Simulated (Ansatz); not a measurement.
Cu Kα1 powder pattern (kinematic, no thermal factors).
2θ (°) (relative intensity): 20.00 (68), 35.00 (17), 37.91 (100), 40.64 (88), 48.05 (50), 54.69 (10), 62.78 (3), 64.70 (40), 66.60 (7), 70.32 (4), 72.14 (15), 73.94 (15), 77.51 (3), 77.51 (3), 81.03 (23), 86.24 (19), 87.97 (10)

The pattern is computed from a structure relaxed with DFT PBE, scalar-relativistic, plane waves, PAW (Ansatz). No spin polarisation. Its elements are Si, Zr.

**Question.** Give the structure.

**Answer.** ZrSi3.
Space group P6/mmm (No. 191). a = 5.123 Å, b = 5.123 Å, c = 2.806 Å, α = 90.00°, β = 90.00°, γ = 120.00°
| atom | site | symmetry | x | y | z |
| --- | --- | --- | --- | --- | --- |
| Zr | 1b | 6/mmm | 0.0000 | 0.0000 | 0.5000 |
| Si | 3f | mmm | 0.5000 | 0.0000 | 0.0000 |

A pattern alone doesn't exclude other cells with like lines; this is the one computed.

The cell was found from a structure generator's guess, not taken from experiment.
